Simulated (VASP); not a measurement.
Here is a VASP 6.6.1 calculation.

The input POSCAR:

```
AlAs                                    
1.0
    0.0000000000      2.8385561297      2.8385561297
    2.8385561297      0.0000000000      2.8385561297
    2.8385561297      2.8385561297      0.0000000000
  Al              As            
     1     1
Direct
     0.0000000000000000    0.0000000000000000    0.0000000000000000
     0.2500000000000000    0.2500000000000000    0.2500000000000000
```

INCAR.step1

```
ALGO = Fast ; EDIFF = 1E-6
ENCUT = 450 ; ISIF = 2
ISMEAR = 0 ; KPAR = 2
LASPH = T ; LCHARG = T
LREAL = F ; LWAVE = F
NELM = 120 ; PREC = Accurate
SIGMA = 0.02
```

File KPOINTS.step1:

```
k-points
0
Gamma
  10 10 10
```

The input INCAR.step2:

```
ALGO = Fast ; EDIFF = 1E-6
ENCUT = 450 ; ICHARG = 11
ISIF = 2 ; ISMEAR = 0
KPAR = 2 ; LASPH = T
LCHARG = F ; LREAL = F
LWAVE = F ; NELM = 120
PREC = Accurate ; SIGMA = 0.05
```

The input KPOINTS.step2:

```
path GXWKGLUWLK,UX
20
line-mode
reciprocal
 0.0000000000  0.0000000000  0.0000000000  G
 0.5000000000  0.0000000000  0.5000000000  X

 0.5000000000  0.0000000000  0.5000000000  X
 0.5000000000  0.2500000000  0.7500000000  W

 0.5000000000  0.2500000000  0.7500000000  W
 0.3750000000  0.3750000000  0.7500000000  K

 0.3750000000  0.3750000000  0.7500000000  K
 0.0000000000  0.0000000000  0.0000000000  G

 0.0000000000  0.0000000000  0.0000000000  G
 0.5000000000  0.5000000000  0.5000000000  L

 0.5000000000  0.5000000000  0.5000000000  L
 0.6250000000  0.2500000000  0.6250000000  U

 0.6250000000  0.2500000000  0.6250000000  U
 0.5000000000  0.2500000000  0.7500000000  W

 0.5000000000  0.2500000000  0.7500000000  W
 0.5000000000  0.5000000000  0.5000000000  L

 0.5000000000  0.5000000000  0.5000000000  L
 0.3750000000  0.3750000000  0.7500000000  K

 0.6250000000  0.2500000000  0.6250000000  U
 0.5000000000  0.0000000000  0.5000000000  X
```

Potentials or basis: VASP PAW LDA potentials, release 64 (Al, As).

The run is started by

```console
$ cat potpaw_LDA.64/Al/POTCAR potpaw_LDA.64/As/POTCAR > POTCAR
$ cp INCAR.step1 INCAR
$ cp KPOINTS.step1 KPOINTS
$ mpirun -np 2 vasp_std > vasp.out
$ cp INCAR.step2 INCAR
$ cp KPOINTS.step2 KPOINTS
$ mpirun -np 2 vasp_std > vasp.out
```

Task: Estimate the band gap along the path.

Result: 1.35 eV, indirect (least direct gap 1.82 eV).

Task: What does it give for the band gap on the k mesh?

Result: 1.35 eV, indirect (least direct gap 1.82 eV).

Levels at the corners of the path, in eV from the valence-band top:
```
point  band 1  band 2  band 3  band 4  band 5  band 6  band 7  band 8
    Γ  -11.85    0.00    0.00    0.00    1.82    4.23    4.23    4.23
    X   -9.91   -5.42   -2.16   -2.16    1.35    2.20   10.14   10.14
    X   -9.91   -5.42   -2.16   -2.16    1.35    2.20   10.14   10.14
    W   -9.88   -5.08   -3.17   -2.81    4.25    5.52    5.59    5.96
    W   -9.88   -5.08   -3.17   -2.81    4.25    5.52    5.59    5.96
    K   -9.94   -5.16   -3.40   -1.79    2.15    4.87    8.06    8.15
    K   -9.94   -5.16   -3.40   -1.79    2.15    4.87    8.06    8.15
    Γ  -11.85    0.00    0.00    0.00    1.82    4.23    4.23    4.23
    Γ  -11.85    0.00    0.00    0.00    1.82    4.23    4.23    4.23
    L  -10.45   -5.56   -0.82   -0.82    1.99    4.63    4.63    7.57
    L  -10.45   -5.56   -0.82   -0.82    1.99    4.63    4.63    7.57
    U   -9.94   -5.16   -3.40   -1.79    2.15    4.87    8.06    8.15
    U   -9.94   -5.16   -3.40   -1.79    2.15    4.87    8.06    8.15
    W   -9.88   -5.08   -3.17   -2.81    4.25    5.52    5.59    5.96
    W   -9.88   -5.08   -3.17   -2.81    4.25    5.52    5.59    5.96
    L  -10.45   -5.56   -0.82   -0.82    1.99    4.63    4.63    7.57
    L  -10.45   -5.56   -0.82   -0.82    1.99    4.63    4.63    7.57
    K   -9.94   -5.16   -3.40   -1.79    2.15    4.87    8.06    8.16
    U   -9.94   -5.16   -3.40   -1.79    2.15    4.87    8.07    8.15
    X   -9.91   -5.42   -2.16   -2.16    1.35    2.20   10.14   10.14
```

Caveat: the log is that of the step along the path at fixed density, whose energy, stress, charges and moments have no meaning. LDA gaps usually lie below the measured ones, often by a third to a half.
